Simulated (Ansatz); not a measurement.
Pt, bcc: how the functional moves the structure

All rows: Ansatz, plane waves with scalar-relativistic PAW, 420 eV (500 eV for the SCAN forms), relaxed under each functional, no dispersion correction, no zero-point motion. B₀ comes from uniform scaling at fixed shape; a dash is a value not given.

| functional | V (Å³/atom) | cell | B₀ (GPa) | magnetic state | ΔE to fcc (meV/atom) |
| --- | --- | --- | --- | --- | --- |
| PBE | 15.84 | a = 3.164 Å | 239 | non-magnetic | 95 |
| r²SCAN | 15.48 | a = 3.140 Å | 260 | non-magnetic | 91 |
| PBEsol | 15.23 | a = 3.123 Å | 276 | spin not included | 110 |
| LDA | 14.94 | a = 3.103 Å | 295 | spin not included | 115 |
| revPBE | 16.05 | a = 3.178 Å | 225 | spin not included | 93 |
| RPBE | 16.13 | a = 3.184 Å | 220 | spin not included | 91 |
| BLYP | 16.86 | a = 3.231 Å | 193 | spin not included | 73 |

LDA gives the smallest volume and BLYP the largest.
